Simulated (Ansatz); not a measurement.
# Sb under changes of volume

One of the cells (26.666 Å³/atom); the others are scaled copies at fixed shape and fractional positions:

```
CELL_PARAMETERS angstrom
0.00000 2.37124 2.37124
2.37124 0.00000 2.37124
2.37124 2.37124 0.00000
ATOMIC_POSITIONS crystal
Sb 0.00000 0.00000 0.00000
```

This isn't the form of Sb at room conditions, which is rhombohedral.

| Item | Value |
| --- | --- |
| Program | Ansatz 0.2.0 |
| Functional | LDA |
| Potentials or basis | all-electron LAPW, scalar-relativistic |
| Cutoff | 156 eV (chosen from the basis error) |
| Basis error allowed | 0.001 eV/atom |
| k mesh | 10 × 10 × 10 |
| Occupations | fermi-dirac, width 0.05 eV |
| Spin | no spin polarisation |

```tsv
volume (Å³/atom)	energy over the lowest point (meV/atom)	pressure (GPa)
25.066	3.13	1.7
25.599	0.00	0.3
26.133	1.30	-1.1
26.666	6.71	-2.3
27.199	?	?
27.733	29.07	-4.4
28.266	45.45	-5.4
```

Problem. What does the run at 27.199 Å³/atom give?

Solution. Energy over the lowest point 16.02 meV/atom; pressure -3.4 GPa.

Worked out: A Birch-Murnaghan fit of order 3 (a polynomial in V^(-2/3)) to the other rows has its minimum at 25.71 Å³/atom with B0 = V·E''(V) = 63 GPa (rough, since the energies scatter). It gives 16.06 meV/atom at 27.199 Å³/atom, against the run's 16.02, and -dE/dV = -3.4 GPa, against -3.4.

Energies are extrapolated to zero smearing.
